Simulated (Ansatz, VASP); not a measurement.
Two plane-wave programs on SrO

Contents of INCAR:

```
PREC     = Accurate       # precision mode
ENCUT    = 520            # plane-wave cutoff, eV
EDIFF    = 1E-6           # SCF threshold, eV
ISMEAR   = 0              # smearing method
SIGMA    = 0.05           # smearing width, eV
LREAL    = False          # projectors in reciprocal space
LASPH    = True           # aspherical terms in the spheres
NELM     = 80             # most SCF steps
ALGO     = Normal         # electronic algorithm
ISIF     = 2              # what is computed and relaxed
LWAVE    = False          # write WAVECAR
LCHARG   = False          # write CHGCAR
GGA      = PE             # functional
NBANDS   = 15             # bands
```

File KPOINTS:

```
regular mesh
0
Gamma
  12 12 12
```

The input POSCAR:

```
SrO
1.0
    0.0000000000      2.5697984671      2.5697984671
    2.5697984671      0.0000000000      2.5697984671
    2.5697984671      2.5697984671      0.0000000000
Sr O
1 1
Direct
    0.5000000000      0.5000000000      0.5000000000
    0.0000000000      0.0000000000      0.0000000000
```

Input for Ansatz:

```yaml
crystal:
  lattice:
    - [0.0, 2.5697984671, 2.5697984671]
    - [2.5697984671, 0.0, 2.5697984671]
    - [2.5697984671, 2.5697984671, 0.0]
  atoms:
    - { symbol: Sr, position: [0.5, 0.5, 0.5] }
    - { symbol: O, position: [0.0, 0.0, 0.0] }
basis:
  ecutwfc: 420
  ecutrho_ratio: 4
kpoints:
  mp_grid: { grid: [12, 12, 12] }
hamiltonian:
  xc: pbe
scf:
  occupations: { method: gaussian, width: 0.05 }
output:
  forces: true
  stress: true
  eigenvalues: true
  states_by_energy: { minimum_broadening: 0.025 }
```

Alike in both runs: task single point; functional PBE; k mesh 12 × 12 × 12; occupations gaussian, width 0.05 eV; no spin polarisation.

|  | VASP | Ansatz |
| --- | --- | --- |
| version | VASP 6.6.1 | Ansatz 0.2.0 |
| potentials or method | VASP PAW PBE potentials, release 64 (Sr_sv, O) | scalar-relativistic, plane waves, PAW |
| plane-wave cutoff (eV) | 520 | 420 |
| valence electrons in the cell | 16 | 16 |

|  | VASP | Ansatz | Ansatz less VASP |
| --- | --- | --- | --- |
| gap on the k mesh at the Fermi level (eV) | 3.26 | 3.31 | +0.049 |
| least direct gap on the mesh (eV) | 3.35 | 3.39 | +0.038 |
| pressure (GPa) | 3.5 | 2.9 | -0.59 |

The functional is the same, so the differences come from potentials, cutoffs and numerics.

A k mesh can miss the band edges. As with any semilocal functional, this PBE gap is likely too small.
